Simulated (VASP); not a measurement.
# InP (rvv) (F-43m) in VASP: a series of runs, part 2 of 2

VASP 6.6.1.

## Step 4: Single point, r2SCAN+rVV10

This run uses another cell than the first one, of 25.17 Å³/atom, 0.987 times its volume.

The input, POSCAR:

```
InP
1.0
    0.0000000000      2.9305000000      2.9305000000
    2.9305000000      0.0000000000      2.9305000000
    2.9305000000      2.9305000000      0.0000000000
In P
1 1
Direct
    0.0000000000      0.0000000000      0.0000000000
    0.2500000000      0.2500000000      0.2500000000
```

The input, INCAR.step1:

```
PREC = Accurate ; ENCUT = 520
ISMEAR = 0 ; SIGMA = 0.1
LREAL = F ; LASPH = T
NELM = 100 ; NBANDS = 16
GGA = PE ; ALGO = Normal
EDIFF = 1E-4 ; LWAVE = T
LCHARG = F
```

The input, INCAR.step2:

```
PREC = Accurate ; ENCUT = 520
EDIFF = 1E-7 ; ISMEAR = 0
SIGMA = 0.1 ; LREAL = F
LASPH = T ; NELM = 100
ALGO = Normal ; ISIF = 2
LWAVE = F ; LCHARG = F
METAGGA = R2SCAN ; LMIXTAU = T
LUSE_VDW = T ; IVDW_NL = 2
BPARAM = 11.95 ; CPARAM = 0.0093
NBANDS = 16 ; ISTART = 1
```

The input, KPOINTS:

```
Automatic mesh
0
Gamma
  6 6 6
```

Potentials or basis: VASP PAW PBE potentials, release 64 (In_d, P).

Command:

```
$ cat potpaw_PBE.64/In_d/POTCAR potpaw_PBE.64/P/POTCAR > POTCAR
$ cp INCAR.step1 INCAR
$ mpirun -np 1 vasp_std > vasp.out
$ cp INCAR.step2 INCAR
$ mpirun -np 1 vasp_std > vasp.out
```

OUTCAR:

```text
PREC = Accurate
   ENCUT = 520
   EDIFF = 1E-7
   ISMEAR = 0
   LREAL = F
   LASPH = T
   NELM = 100
   ISIF = 2
   METAGGA = R2SCAN
   IVDW_NL = 2
   BPARAM = 11.95
   ISTART = 1

 ion  position               nearest neighbor table
   1  0.000  0.000  0.000-   2 2.54   2 2.54   2 2.54   2 2.54
   2  0.250  0.250  0.250-   1 2.54   1 2.54   1 2.54   1 2.54

  LATTYP: Found a face centered cubic cell.
 ALAT       =     5.8610000000

  Lattice vectors:

 A1 = (   0.0000000000,   2.9305000000,   2.9305000000)
 A2 = (   2.9305000000,   0.0000000000,   2.9305000000)
 A3 = (   2.9305000000,   2.9305000000,   0.0000000000)

Analysis of symmetry for initial positions (statically):
=====================================================================
 Subroutine PRICEL returns:
 Original cell was already a primitive cell.

 Routine SETGRP: Setting up the symmetry group for a
 face centered cubic supercell.

 Subroutine GETGRP returns: Found 24 space group operations
 (whereof 24 operations were pure point group operations)
 out of a pool of 48 trial point group operations.

The static configuration has the point symmetry T_d .

Analysis of symmetry for dynamics (positions and initial velocities):
=====================================================================
 Subroutine PRICEL returns:
 Original cell was already a primitive cell.

 Routine SETGRP: Setting up the symmetry group for a
 face centered cubic supercell.

 Subroutine GETGRP returns: Found 24 space group operations
 (whereof 24 operations were pure point group operations)
 out of a pool of 48 trial point group operations.

The dynamic configuration has the point symmetry T_d .

 Subroutine INISYM returns: Found 24 space group operations
 (whereof 24 operations are pure point group operations),
 and found     1 'primitive' translations

[... 101 lines left out ...]
   EFERMI_NEDOS =   21; number of points for ismear=-14 and -15
   IALGO  =     38    algorithm
   IMIX   =      4    mixing-type and parameters
     AMIX     =   0.40;   BMIX     =  1.00
     AMIX_MAG =   1.60;   BMIX_MAG =  1.00
  volume/ion in A,a.u.               =      25.17       169.83
  Fermi-wavevector in a.u.,A,eV,Ry     =   1.162021  2.195901 18.371846  1.350293
  Thomas-Fermi vector in A             =   2.298587
   LORBIT       =      0    0 simple, 1 ext, 2 COOP (PROOUT), +10 PAW based schemes
   METAGGA = R2SCAN    functional components
   LHFCALC =     F    Hartree Fock is set to
   AEXX    =    0.0000 exact exchange contribution
   IVDW_NL    =     2    kernel type
   BPARAM     =11.9500
   IVDW    =     0    specifies the selected vdW correction
   LEPSILON=     F    determine dielectric tensor
   LRPA    =     F    only Hartree local field effects (RPA)
 non-spin polarized calculation
 Gauss-broadening in eV      SIGMA  =   0.10
  energy-cutoff  :      520.00
  volume of cell :       50.33
 maximum number of plane-waves:      1380
   NGX = 15   NGY = 15   NGZ = 15

 number of electron      18.0000005 magnetization

 Free energy of the ion-electron system (eV)
  ---------------------------------------------------
  ext. energy  EPLUGINS =         0.00000000
  ---------------------------------------------------
  free energy    TOTEN  =       -31.80002685 eV

  energy without entropy =      -31.80002685  energy(sigma->0) =      -31.80002685

 E-fermi :   5.5064     XC(G=0):  -9.9412

 val. band max:        5.0061913777   @ k =   0.0000   0.0000   0.0000
 cond. band min:       6.1446031067   @ k =   0.0000   0.0000   0.0000
 fundamental gap:      1.1384117290
 Fermi energy:         5.5063737060

 k-point     1 :       0.0000    0.0000    0.0000
  band No.  band energies     occupation
      1      -9.6378      2.00000
      2      -9.6378      2.00000
      3      -9.6378      2.00000
      4      -9.4579      2.00000
      5      -9.4579      2.00000
      6      -7.0040      2.00000
[... 281 lines left out ...]
      3      -9.5301      2.00000
      4      -9.4902      2.00000
      5      -9.4342      2.00000
      6      -4.4475      2.00000
[... 8 lines left out ...]
     15      16.8773      0.00000
     16      17.6507      0.00000

------------------------ aborting loop because EDIFF is reached ----------------------------------------

  FORCE on cell =-STRESS in cart. coord.  units (eV):
  Direction    XX          YY          ZZ          XY          YZ          ZX
  --------------------------------------------------------------------------------------
  -------------------------------------------------------------------------------------
  Total        0.2781291      0.2781291      0.2781291      0.0000000      0.0000000     -0.0000000
  in kB        8.8532306      8.8532306      8.8532306      0.0000000      0.0000000     -0.0000000
  external PRESSURE =       8.8532306 kB  Pullay stress =       0.0000000 kB

 VOLUME and BASIS-vectors are now :
 -----------------------------------------------------------------------------
  energy-cutoff  :      520.00
  volume of cell :       50.33
      direct lattice vectors                 reciprocal lattice vectors
     0.000000000  2.930500000  2.930500000    -0.170619348  0.170619348  0.170619348
     2.930500000  0.000000000  2.930500000     0.170619348 -0.170619348  0.170619348
     2.930500000  2.930500000  0.000000000     0.170619348  0.170619348 -0.170619348

 POSITION                                       TOTAL-FORCE (eV/Angst)
 -----------------------------------------------------------------------------------
      0.00000      0.00000      0.00000         0.000000      0.000000      0.000000
      1.46525      1.46525      1.46525        -0.000000     -0.000000     -0.000000
 -----------------------------------------------------------------------------------
    total drift:                               -0.000002     -0.000002     -0.000002

  FREE ENERGIE OF THE ION-ELECTRON SYSTEM (eV)
  ---------------------------------------------------
  free  energy   TOTEN  =       -31.8000268507 eV

  energy  without entropy=      -31.8000268507  energy(sigma->0) =      -31.80002685
```

Run time: 2.2 min. Hardware: 1 thread of Intel Xeon Platinum 8375C at 2.90GHz (Ice Lake), shared host; peak memory 0.32 GiB.

What came out:

```
Free energy            : -31.8000 eV
Pressure               : 0.9 GPa
Band gap on the k mesh : 1.14 eV, direct
```

Caveat: the PAW data sets were made with another functional, which shifts forces and pressure a little; spin-orbit coupling is left out, which moves the levels of the heavy elements.

## Step 5: The runs side by side

| task | cell | k mesh | cutoff (eV) | smearing | gap on the mesh (eV) | pressure (GPa) |
| --- | --- | --- | --- | --- | --- | --- |
| single point | F-43m, 25.49 Å³/atom | 8 × 8 × 8 | 520 | gaussian 0.02 eV | 1.07 | 0.0 |
| relaxation of cell and atoms | relaxed | 8 × 8 × 8 | 600 | gaussian 0.02 eV | 1.07 | 0.0 |
| single point | F-43m, 25.17 Å³/atom | 6 × 6 × 6 | 520 | gaussian 0.1 eV | 1.14 | 0.9 |

Alike in all rows: level r2SCAN+rVV10; potentials or basis VASP PAW PBE potentials, release 64 (In_d, P); no spin polarisation.

Caveats: the PAW data sets were made with another functional, which shifts forces and pressure a little; spin-orbit coupling is left out, which moves the levels of the heavy elements.

Total energies depend on the potentials used, so only differences within one code and one set of settings carry meaning.

## Step 6: Comparison with measurements

Step 2. A measured gap of InP is 1.4236 eV (direct; 1.6 K; a printed reference work, data compilation); the calculated 1.07 eV misses it by -0.36 eV. Spin-orbit coupling on In is left out. The value is that of r2SCAN+rVV10, without temperature or zero-point motion.

Step 4. Measured gap of InP: 1.4236 eV (direct; 1.6 K; a printed reference work, data compilation). This calculation gives 1.14 eV (-0.29 eV). Spin-orbit coupling on In is left out. The value is that of r2SCAN+rVV10, without temperature or zero-point motion.
